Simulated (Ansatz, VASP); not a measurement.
# One calculation of TiTe2, two programs

```
Te Ti
1.0
     3.75165    0.00000    0.00000
    -1.87583    3.24902    0.00000
     0.00000    0.00000    6.45439
Te Ti
2 1
Direct
  0.33333 0.66667 0.73720
  0.66667 0.33333 0.26280
  0.00000 0.00000 0.00000
```

Alike in both runs: task single point; functional PBE; k mesh 8 × 8 × 4; occupations fermi-dirac, width 0.05 eV; no spin polarisation.

|  | VASP | Ansatz |
| --- | --- | --- |
| version | VASP 6.6.1 | Ansatz 0.2.0 |
| potentials or method | VASP PAW PBE potentials, release 64 (Te, Ti_sv) | Ansatz PAW earlier set |
| plane-wave cutoff (eV) | 520 | 910 |
| valence electrons in the cell | 24 | 44 |

Ansatz gave:

- gap on the k mesh at the Fermi level (eV): none
- pressure (GPa): 2.3
- largest component of the traceless stress (GPa): 0.48
- rms of the force components (eV/Å): 0.089

Task: Estimate VASP's values.

Result: gap on the k mesh at the Fermi level (eV): none; pressure (GPa): 2.3; largest component of the traceless stress (GPa): 0.48; rms of the force components (eV/Å): 0.093.

Atom by atom the forces differ by 0.005 eV/Å (rms over components). A gap of «none» marks a metal or a gap that the smearing closes. The two sets of potentials don't hold the same shells in valence.

Caveats: this functional lacks dispersion, which binds the layers, so the pressure and a relaxed spacing across them are unreliable. The runs have no spin-orbit coupling, so splittings on Te are missing.
